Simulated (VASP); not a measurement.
# Pd (Fm-3m) in VASP: further runs

Runs on Pd. Level: LDA. Tasks: relaxation of cell and atoms, electrostatic potential.

Everything below comes from runs of VASP 6.6.1. Logs are shortened: lines on timing, memory, paths and dates and some standing lists are left out, and cuts for length are marked.

## (1) Starting point

It takes space group Fm-3m (No. 225, cubic). The conventional cell has a = 3.880 Å, b = 3.880 Å, c = 3.880 Å, α = 90.00°, β = 90.00°, γ = 90.00°. Around Pd (site symmetry m-3m) lie 12 Pd at 2.74 Å.

The cell was built by a generator and needn't be a form met in nature.

## (2) Relaxation of cell and atoms, LDA

File INCAR:

```
PREC = Accurate
ENCUT = 600
EDIFF = 1E-6
ISMEAR = 1
SIGMA = 0.1
LREAL = False
LASPH = True
NELM = 120
ALGO = Normal
ISIF = 3
LWAVE = False
LCHARG = False
IBRION = 2
NSW = 40
EDIFFG = -0.005
```

File KPOINTS:

```
Automatic mesh
0
Gamma
  18 18 18
```

File POSCAR:

```
Pd
1.0
    0.0000000000      1.9400000000      1.9400000000
    1.9400000000      0.0000000000      1.9400000000
    1.9400000000      1.9400000000      0.0000000000
Pd
1
Direct
    0.0000000000      0.0000000000      0.0000000000
```

Potentials or basis: VASP PAW LDA potentials, release 64 (Pd).

Started as:

```
$ cat potpaw_LDA.64/Pd/POTCAR > POTCAR
$ mpirun -np 1 vasp_std > vasp.out
```

OUTCAR:

```text
PREC = Accurate
   ENCUT = 600
   EDIFF = 1E-6
   ISMEAR = 1
   LREAL = False
   LASPH = True
   NELM = 120
   ISIF = 3
   IBRION = 2
   NSW = 40
   EDIFFG = -0.005

 ion  position               nearest neighbor table
   1  0.000  0.000  0.000-

  LATTYP: Found a face centered cubic cell.
 ALAT       =     3.8800000000

  Lattice vectors:

 A1 = (   0.0000000000,   1.9400000000,   1.9400000000)
 A2 = (   1.9400000000,   0.0000000000,   1.9400000000)
 A3 = (   1.9400000000,   1.9400000000,   0.0000000000)

Analysis of symmetry for initial positions (statically):
=====================================================================
 Subroutine PRICEL returns:
 Original cell was already a primitive cell.

 Routine SETGRP: Setting up the symmetry group for a
 face centered cubic supercell.

 Subroutine GETGRP returns: Found 48 space group operations
 (whereof 48 operations were pure point group operations)
 out of a pool of 48 trial point group operations.

The static configuration has the point symmetry O_h .

Analysis of symmetry for dynamics (positions and initial velocities):
=====================================================================
 Subroutine PRICEL returns:
 Original cell was already a primitive cell.

 Routine SETGRP: Setting up the symmetry group for a
 face centered cubic supercell.

 Subroutine GETGRP returns: Found 48 space group operations
 (whereof 48 operations were pure point group operations)
 out of a pool of 48 trial point group operations.

The dynamic configuration has the point symmetry O_h .

 Subroutine INISYM returns: Found 48 space group operations
 (whereof 48 operations are pure point group operations),
 and found     1 'primitive' translations

----------------------------------------------------------------------------------------

                                     Primitive cell

  volume of cell :      14.6028

  direct lattice vectors                    reciprocal lattice vectors
     0.000000000  1.940000000  1.940000000    -0.257731959  0.257731959  0.257731959
     1.940000000  0.000000000  1.940000000     0.257731959 -0.257731959  0.257731959
     1.940000000  1.940000000  0.000000000     0.257731959  0.257731959 -0.257731959

  length of vectors
     2.743574311  2.743574311  2.743574311     0.446404847  0.446404847  0.446404847

  position of ions in fractional coordinates (direct lattice)
     0.000000000  0.000000000  0.000000000

  ion indices of the primitive-cell ions
   primitive index   ion index
                 1           1

----------------------------------------------------------------------------------------

 KPOINTS: Automatic mesh

Automatic generation of k-mesh.
 Grid dimensions read from file:
 generate k-points for:   18   18   18

 Generating k-lattice:

  Cartesian coordinates                     Fractional coordinates (reciprocal lattice)
    -0.014318442  0.014318442  0.014318442     0.055555556  0.000000000  0.000000000
     0.014318442 -0.014318442  0.014318442     0.000000000  0.055555556  0.000000000
     0.014318442  0.014318442 -0.014318442     0.000000000  0.000000000  0.055555556

  Length of vectors
     0.024800269  0.024800269  0.024800269

  Shift w.r.t. Gamma in fractional coordinates (k-lattice)
     0.000000000  0.000000000  0.000000000

 Subroutine IBZKPT returns following result:
 ===========================================

 Found    195 irreducible k-points:

 Following reciprocal coordinates:
            Coordinates               Weight
  0.000000  0.000000  0.000000      1.000000
  0.055556  0.000000  0.000000      8.000000
  0.111111  0.000000  0.000000      8.000000
  0.166667  0.000000  0.000000      8.000000
  0.222222  0.000000  0.000000      8.000000
  0.277778  0.000000  0.000000      8.000000
[... 16 lines left out ...]
 -0.277778  0.055556  0.000000     24.000000
 -0.222222  0.055556  0.000000     24.000000
 [... further k-points ...]
   k-points           NKPTS =    195   k-points in BZ     NKDIM =    195   number of bands    NBANDS=      9
   number of dos      NEDOS =    301   number of ions     NIONS =      1
   total plane-waves  NPLWV =  13824
   dimension x,y,z NGX =    24 NGY =   24 NGZ =   24
   dimension x,y,z NGXF=    48 NGYF=   48 NGZF=   48
   ions per type =               1
   NGX,Y,Z   is equivalent  to a cutoff of  14.54, 14.54, 14.54 a.u.
   NGXF,Y,Z  is equivalent  to a cutoff of  29.09, 29.09, 29.09 a.u.
 SYSTEM =  unknown system
   PREC   = accura    normal or accurate (medium, high low for compatibility)
   ISTART =      0    job   : 0-new  1-cont  2-samecut
   ICHARG =      2    charge: 1-file 2-atom 10-const
   ISPIN  =      1    spin polarized calculation?
   LNONCOLLINEAR =      F non collinear calculations
   LSORBIT =      F    spin-orbit coupling
   LASPH  =      T    aspherical Exc in radial PAW
   ENCUT  =  600.0 eV  44.10 Ry    6.64 a.u.   5.48  5.48  5.48*2*pi/ulx,y,z
   NELM   =    120;   NELMIN=  2; NELMDL= -5     # of ELM steps
   EDIFF  = 0.1E-05   stopping-criterion for ELM
   LREAL  =      F    real-space projection
   EDIFFG = -.5E-02   stopping-criterion for IOM
   NSW    =     40    number of steps for IOM
   IBRION =      2    ionic relax: 0-MD 1-quasi-New 2-CG
   NFREE  =      1    steps in history (QN), initial steepest desc. (CG)
   ISIF   =      3    stress and relaxation
   ISYM   =      2    0-nonsym 1-usesym 2-fastsym
   POTIM  = 0.5000    time-step for ionic-motion
   TEBEG  =    0.0;   TEEND  =   0.0 temperature during run
   PSTRESS=    0.0 pullay stress
   NELECT =      10.0000    total number of electrons
   NUPDOWN=      -1.0000    fix difference up-down
   EMIN   =  10.00;   EMAX   =-10.00  energy-range for DOS
   EFERMI =   0.00;   METHOD = LEGACY
   ISMEAR =     1;   SIGMA  =   0.10  broadening in eV -4-tet -1-fermi 0-gaus
   EFERMI_NEDOS =   21; number of points for ismear=-14 and -15
   IALGO  =     38    algorithm
   IMIX   =      4    mixing-type and parameters
     AMIX     =   0.40;   BMIX     =  1.00
     AMIX_MAG =   1.60;   BMIX_MAG =  1.00
  volume/ion in A,a.u.               =      14.60        98.54
  Fermi-wavevector in a.u.,A,eV,Ry     =   1.442989  2.726854 28.330296  2.082218
  Thomas-Fermi vector in A             =   2.561447
   LORBIT       =      0    0 simple, 1 ext, 2 COOP (PROOUT), +10 PAW based schemes
   GGA     = CA    functional components
   LHFCALC =     F    Hartree Fock is set to
   AEXX    =    0.0000 exact exchange contribution
   IVDW    =     0    specifies the selected vdW correction
   LEPSILON=     F    determine dielectric tensor
   LRPA    =     F    only Hartree local field effects (RPA)
 conjugate gradient relaxation of ions
 non-spin polarized calculation
 Methfessel and Paxton  Order N= 1 SIGMA  =   0.10
  energy-cutoff  :      600.00
  volume of cell :       14.60
 maximum number of plane-waves:       531
 NGX is ok and might be reduce to    24
   NGX = 11   NGY = 11   NGZ = 11

--------------------------------------- Ionic step        1  -------------------------------------------

 number of electron      10.0000000 magnetization

 Free energy of the ion-electron system (eV)
  ---------------------------------------------------
  ext. energy  EPLUGINS =         0.00000000
  ---------------------------------------------------
  free energy    TOTEN  =        -6.48881655 eV

  energy without entropy =       -6.48775615  energy(sigma->0) =       -6.48846309

 E-fermi :   9.7601     XC(G=0): -13.5786

 val. band max:        9.7524604741   @ k =   0.5000   0.0556   0.0000
 cond. band min:       9.7626119597   @ k =  -0.4444   0.3889   0.1111
 fundamental gap:      0.0101514856
 Fermi energy:         9.7601112349

 k-point     1 :       0.0000    0.0000    0.0000
  band No.  band energies     occupation
      1       2.4491      2.00000
      2       6.8455      2.00000
      3       6.8455      2.00000
      4       6.8455      2.00000
      5       8.5209      2.00000
      6       8.5209      2.00000
      7      26.8998      0.00000
      8      31.6771      0.00000
      9      31.6771      0.00000

 k-point     2 :       0.0556    0.0000    0.0000
  band No.  band energies     occupation
      1       2.5627      2.00000
      2       6.8041      2.00000
      3       6.8857      2.00000
      4       6.8857      2.00000
      5       8.5011      2.00000
      6       8.5011      2.00000
      7      27.0258      0.00000
      8      30.9336      0.00000
      9      31.8112      0.00000
[... 356 lines left out ...]
 POSITION                                       TOTAL-FORCE (eV/Angst)
 -----------------------------------------------------------------------------------
      0.00000      0.00000      0.00000         0.000000      0.000000     -0.000000
 -----------------------------------------------------------------------------------
    total drift:                               -0.000000      0.000000      0.000000

  FREE ENERGIE OF THE ION-ELECTRON SYSTEM (eV)
  ---------------------------------------------------
  free  energy   TOTEN  =        -6.4982791000 eV

  energy  without entropy=       -6.4972628097  energy(sigma->0) =       -6.49794034

--------------------------------------- Ionic step        4  -------------------------------------------

 number of electron      10.0000002 magnetization

 Free energy of the ion-electron system (eV)
  ---------------------------------------------------
  ext. energy  EPLUGINS =         0.00000000
  ---------------------------------------------------
  free energy    TOTEN  =        -6.49828186 eV

  energy without entropy =       -6.49726704  energy(sigma->0) =       -6.49794359

 E-fermi :  10.3158     XC(G=0): -13.7711

 val. band max:       10.3148303732   @ k =   0.5000   0.4444   0.0000
 cond. band min:      10.3192461289   @ k =  -0.4444   0.3889   0.1111
 fundamental gap:      0.0044157557
 Fermi energy:        10.3157651510

 k-point     1 :       0.0000    0.0000    0.0000
  band No.  band energies     occupation
      1       2.7531      2.00000
      2       7.2491      2.00000
      3       7.2491      2.00000
      4       7.2491      2.00000
      5       9.0113      2.00000
      6       9.0113      2.00000
      7      27.4542      0.00000
      8      32.4137      0.00000
      9      32.4137      0.00000

 k-point     2 :       0.0556    0.0000    0.0000
  band No.  band energies     occupation
      1       2.8699      2.00000
      2       7.2052      2.00000
      3       7.2912      2.00000
      4       7.2912      2.00000
      5       8.9902      2.00000
      6       8.9902      2.00000
      7      27.5913      0.00000
      8      31.6694      0.00000
      9      32.5581      0.00000
[... 286 lines left out ...]
 POSITION                                       TOTAL-FORCE (eV/Angst)
 -----------------------------------------------------------------------------------
     -0.00000      1.91988      1.91988         0.000000     -0.000000      0.000000
 -----------------------------------------------------------------------------------
    total drift:                               -0.000000     -0.000000      0.000000

  FREE ENERGIE OF THE ION-ELECTRON SYSTEM (eV)
  ---------------------------------------------------
  free  energy   TOTEN  =        -6.4982818570 eV

  energy  without entropy=       -6.4972670445  energy(sigma->0) =       -6.49794359

 reached required accuracy - stopping structural energy minimisation
```

It took 20 s on 1 thread of Intel Xeon 6975P-C (Granite Rapids), shared host; peak memory 0.16 GiB.

What came out:

```yaml
Free_energy: -6.4983 eV
Relaxed_volume: 14.15 Å³/atom
Relaxed_cell: a = 2.715 Å, b = 2.715 Å, c = 2.715 Å, α = 60.00°, β = 60.00°, γ = 60.00°
Space_group_after_relaxing_to_0.05_Å: Fm-3m (No. 225)
Energy_gained_by_relaxing: 9.5 meV/atom
Ionic_steps: 4
Pressure_after_relaxing: 0.0 GPa
Band_gap_on_the_k_mesh: none (metal or under the smearing width)
```

The path:
```
step  energy change (eV)  largest force (eV/Å)  pressure (GPa)  volume (Å³)
   1              0.0000                0.0000           -6.54        14.60
   2              0.0247                0.0000           14.98        13.38
   3             -0.0095                0.0000           -0.12        14.16
   4             -0.0095                0.0000            0.03        14.15
```

Final structure:
```cif
data_structure
_symmetry_space_group_name_H-M 'P 1'
_symmetry_Int_Tables_number 1
_cell_length_a 2.7151
_cell_length_b 2.7151
_cell_length_c 2.7151
_cell_angle_alpha 60.000
_cell_angle_beta 60.000
_cell_angle_gamma 60.000
_cell_volume 14.15
loop_
_atom_site_label
_atom_site_type_symbol
_atom_site_fract_x
_atom_site_fract_y
_atom_site_fract_z
_atom_site_occupancy
Pd1 Pd 0.00000 0.00000 0.00000 1
```

Levels at points of the mesh, in eV from the Fermi level:
| k point | band 3 | band 4 | band 5 | band 6 | band 7 | band 8 |
| --- | --- | --- | --- | --- | --- | --- |
| (0.00, 0.00, 0.00) | -3.07 | -3.07 | -1.30 | -1.30 | 17.14 | 22.10 |
| (0.50, 0.00, 0.00) | -3.11 | -0.01 | -0.01 | 0.85 | 7.59 | 16.52 |
| (0.50, 0.50, 0.00) | -0.03 | 0.32 | 0.32 | 3.25 | 11.16 | 13.29 |

## (3) Electrostatic potential, LDA

This run uses another cell than the first one, of 14.15 Å³/atom, 0.969 times its volume.

File INCAR:

```
SYSTEM = Pd
PREC     = Accurate       ! precision mode
ENCUT    = 520            ! plane-wave cutoff, eV
EDIFF    = 1E-6           ! SCF threshold, eV
ISMEAR   = 1              ! smearing method
SIGMA    = 0.1            ! smearing width, eV
LREAL    = .FALSE.        ! projectors in reciprocal space
LASPH    = .TRUE.         ! aspherical terms in the spheres
NELM     = 80             ! most SCF steps
ALGO     = Normal         ! electronic algorithm
ISIF     = 2              ! what is computed and relaxed
LWAVE    = .FALSE.        ! write WAVECAR
LCHARG   = .TRUE.         ! write CHGCAR
LVHAR    = .TRUE.
```

File KPOINTS:

```
Automatic mesh
0
G
  18 18 18
  0 0 0
```

File POSCAR:

```
Pd                                      
1.0
   -0.0000000000      1.9198760756      1.9198760756
    1.9198760756      0.0000000000      1.9198760756
    1.9198760756      1.9198760756     -0.0000000000
  Pd            
     1
Direct
     1.0000000000000000    0.0000000000000000    0.0000000000000000
```

Potentials or basis: VASP PAW LDA potentials, release 64 (Pd).

Started as:

```
$ cat potpaw_LDA.64/Pd/POTCAR > POTCAR
$ mpirun -np 1 vasp_std > vasp.out
```

OUTCAR:

```text
SYSTEM = Pd
   PREC = Accurate
   ENCUT = 520
   EDIFF = 1E-6
   ISMEAR = 1
   LREAL = .FALSE.
   LASPH = .TRUE.
   NELM = 80
   ISIF = 2

 ion  position               nearest neighbor table
   1  0.000  0.000  0.000-

  LATTYP: Found a face centered cubic cell.
 ALAT       =     3.8397521512

  Lattice vectors:

 A1 = (   0.0000000000,   1.9198760756,   1.9198760756)
 A2 = (   1.9198760756,   0.0000000000,   1.9198760756)
 A3 = (   1.9198760756,   1.9198760756,   0.0000000000)

Analysis of symmetry for initial positions (statically):
[... 458 lines left out ...]
      2       7.0044      2.00000
      3       7.6021      2.00000
      4       7.6392      2.00000
      5       8.8711      2.00000
      6       9.4394      2.00000
      7      25.5296      0.00000
      8      28.6587      0.00000
      9      32.9026      0.00000

 [... further k-points ...]
[... 5 lines left out ...]
  --------------------------------------------------------------------------------------
  -------------------------------------------------------------------------------------
  Total        0.0031632      0.0031632      0.0031632     -0.0000000      0.0000000      0.0000000
  in kB        0.3580869      0.3580869      0.3580869     -0.0000000      0.0000000      0.0000000
  external PRESSURE =       0.3580869 kB  Pullay stress =       0.0000000 kB

 VOLUME and BASIS-vectors are now :
 -----------------------------------------------------------------------------
  energy-cutoff  :      520.00
  volume of cell :       14.15
      direct lattice vectors                 reciprocal lattice vectors
     0.000000000  1.919876076  1.919876076    -0.260433476  0.260433476  0.260433476
     1.919876076  0.000000000  1.919876076     0.260433476 -0.260433476  0.260433476
     1.919876076  1.919876076  0.000000000     0.260433476  0.260433476 -0.260433476

 POSITION                                       TOTAL-FORCE (eV/Angst)
 -----------------------------------------------------------------------------------
      0.00000      0.00000      0.00000         0.000000     -0.000000     -0.000000
 -----------------------------------------------------------------------------------
    total drift:                                0.000000      0.000000      0.000000

  FREE ENERGIE OF THE ION-ELECTRON SYSTEM (eV)
  ---------------------------------------------------
  free  energy   TOTEN  =        -6.4980008188 eV

  energy  without entropy=       -6.4969857797  energy(sigma->0) =       -6.49766247
```

stdout:

```text
POSCAR found type information on POSCAR Pd
 POSCAR found :  1 types and       1 ions
 scaLAPACK will be used
 LDA part: xc-table for (Slater(with rela. corr.)+CA(PZ))
 , standard interpolation
 POSCAR, INCAR and KPOINTS ok, starting setup
 FFT: planning ... GRIDC
 FFT: planning ... GRID_SOFT
 FFT: planning ... GRID
 WAVECAR not read
 entering main loop
```

Run time: 7 s. Hardware: 1 thread of Intel Xeon 6975P-C (Granite Rapids), shared host; peak memory 0.14 GiB.

Results:

| Item | Value |
| --- | --- |
| Free energy | -6.4980 eV |
| Pressure | 0.0 GPa |
| Band gap on the k mesh | none (metal or under the smearing width) |
